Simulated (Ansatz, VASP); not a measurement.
# Ca: VASP beside Ansatz

```
CELL_PARAMETERS angstrom
-2.16151 2.16151 2.16151
2.16151 -2.16151 2.16151
2.16151 2.16151 -2.16151
ATOMIC_POSITIONS crystal
Ca 0.00000 0.00000 0.00000
```

Alike in both runs: functional PBEsol; k mesh 14 × 14 × 14; occupations gaussian, width 0.1 eV; no spin polarisation.

Ansatz relaxed the structure, and its values are those at the end. VASP's run is a single point on that final structure, the one shown.

```csv
,VASP,Ansatz
version,VASP 6.6.1,Ansatz 0.2.0
potentials or method,"VASP PAW PBE potentials, release 64 (Ca_sv)","scalar-relativistic, plane waves, PAW"
plane-wave cutoff (eV),520,420
valence electrons in the cell,10,10
```

|  | VASP | Ansatz | Ansatz less VASP |
| --- | --- | --- | --- |
| gap on the k mesh at the Fermi level (eV) | none | none | - |
| pressure (GPa) | 0.0 | 0.0 | -0.01 |

A gap of «none» marks a metal or a gap that the smearing closes. The functional is the same, so the differences come from potentials, cutoffs and numerics.

Caveats: the PAW data sets were made with another functional, which shifts forces and pressure a little (VASP).
